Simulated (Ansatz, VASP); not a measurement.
## One calculation of SrO, two programs

The input INCAR:

```
ALGO     = Normal         # electronic algorithm
EDIFF    = 1E-6           # SCF threshold, eV
ENCUT    = 520            # plane-wave cutoff, eV
GGA      = PE             # functional
ISIF     = 2              # what is computed and relaxed
ISMEAR   = 0              # smearing method
LASPH    = T              # aspherical terms in the spheres
LCHARG   = F              # write CHGCAR
LREAL    = F              # projectors in reciprocal space
LWAVE    = F              # write WAVECAR
NBANDS   = 15             # bands
NELM     = 80             # most SCF steps
PREC     = Accurate       # precision mode
SIGMA    = 0.02           # smearing width, eV
```

File KPOINTS:

```
k-points
0
Gamma
  8 8 8
```

POSCAR

```
SrO
1.0
    0.0265203360      2.6111480820      2.6419856820
    2.6277489900      0.0150333300      2.6534726880
    2.6526246540      2.6475107520     -0.0098423340
Sr O
1 1
Direct
   -0.0117071367     -0.0110533894      0.0077146081
    0.5117071367      0.5110533894      0.4922853919
```

Input for Ansatz:

```yaml
crystal:
  lattice:
    - [0.026520336, 2.611148082, 2.641985682]
    - [2.62774899, 0.01503333, 2.653472688]
    - [2.652624654, 2.647510752, -0.009842334]
  atoms:
    - { symbol: Sr, position: [-0.0117071367, -0.0110533894, 0.0077146081] }
    - { symbol: O, position: [0.5117071367, 0.5110533894, 0.4922853919] }
basis:
  ecutwfc: 420
kpoints:
  mp_grid: { grid: [8, 8, 8] }
hamiltonian:
  xc: pbe
scf:
  occupations: { method: gaussian, width: 0.02 }
output:
  forces: true
  stress: true
  eigenvalues: true
```

Change from the starting cell: all atoms moved at random, cell strained at random.

Alike in both runs: task single point; functional PBE; k mesh 8 × 8 × 8; occupations gaussian, width 0.02 eV; no spin polarisation.

|  | VASP | Ansatz |
| --- | --- | --- |
| version | VASP 6.6.1 | Ansatz 0.2.0 |
| potentials or method | VASP PAW PBE potentials, release 64 (Sr_sv, O) | scalar-relativistic, plane waves, PAW |
| plane-wave cutoff (eV) | 520 | 420 |
| valence electrons in the cell | 16 | 16 |

```csv
,VASP,Ansatz,Ansatz less VASP
gap on the k mesh at the Fermi level (eV),3.33,3.37,+0.042
least direct gap on the mesh (eV),3.42,3.46,+0.034
pressure (GPa),-2.5,-2.9,-0.43
largest component of the traceless stress (GPa),1.07,1.07,0.000
rms of the force components (eV/Å),0.098,0.091,-0.0070
```

Atom by atom the forces differ by 0.007 eV/Å (rms over components).

A k mesh can miss the band edges.
